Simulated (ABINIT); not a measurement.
Runs of ABINIT 10.8.3 (patched build) on BAs. Symmetry: F-43m, No. 216, cubic system. Conventional cell: a = 4.777 Å, b = 4.777 Å, c = 4.777 Å, α = 90.00°, β = 90.00°, γ = 90.00°. As (site symmetry -43m) is surrounded by 4 B at 2.07 Å. B (site symmetry -43m) is surrounded by 4 As at 2.07 Å. 

```tsv
smearing	share of exact exchange	thinning of the exchange mesh (fockdownsampling)	gap on the mesh (eV)
fermi-dirac 0.05 eV	0.35	2 × 2 × 2	(a)
fermi-dirac 0.05 eV	0.15	2 × 2 × 2	2.22
fermi-dirac 0.05 eV	0.25	2 × 2 × 2	2.85
fermi-dirac 0.05 eV	0.05	2 × 2 × 2	1.60
fixed	-	-	(b)
```

Alike in all rows: task single point; level PBE0; potentials or basis SG15 NC PBE v1.2; no spin polarisation; cell as given; k mesh 6 × 6 × 6; cutoff (eV) 490.

Problem. Fill in the values left out.

Solution. (a) 3.48; (b) 2.59.

Caveats: exact exchange is summed on a coarse mesh, which widens gaps by tenths of an eV (some runs).

A k mesh can miss the band edges, and the runs leave out spin-orbit coupling on As.

Runs at the PBE level aren't shown here.
